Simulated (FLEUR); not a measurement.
## NaCl under changes of volume

One of the cells (21.478 Å³/atom); the others are scaled copies at fixed shape and fractional positions:

```
Cl Na
1.0
     3.50219    0.00000    0.00000
     0.00000    3.50219    0.00000
     0.00000    0.00000    3.50219
Cl Na
1 1
Direct
  0.50000 0.50000 0.50000
  0.00000 0.00000 0.00000
```

Measurements of this composition are mostly on another form, of space group No. 225.

```yaml
Program: FLEUR MaX-R8.1 (later development tree)
Functional: PBEsol
Potentials_or_basis: all-electron
Basis: FLAPW
Kmax: 4.1 1/bohr
k_mesh: 8 × 8 × 8
Occupations: fermi-dirac, width 0.05 eV
Spin: no spin polarisation
```

```csv
volume (Å³/atom),energy over the lowest point (meV/atom),gap on the mesh (eV)
20.189,?,?
20.619,0.00,3.97
21.478,3.87,3.84
22.337,12.64,3.72
22.766,18.52,3.67
```

**Question.** What does the run at 20.189 Å³/atom give?

**Answer.** Energy over the lowest point 0.30 meV/atom; gap on the mesh 4.04 eV.

Worked out: A Birch-Murnaghan fit of order 2 (a polynomial in V^(-2/3)) to the other rows has its minimum at 20.47 Å³/atom, just outside them, with B0 = V·E''(V) = 28 GPa. It gives 0.23 meV/atom at 20.189 Å³/atom, against the run's 0.30. A straight line through the other rows of the gap, of slope -3.05 eV per unit of ln V, extrapolates to 4.03 eV, against the run's 4.04.

Energies are extrapolated to zero smearing.

A mesh can miss the band edges.
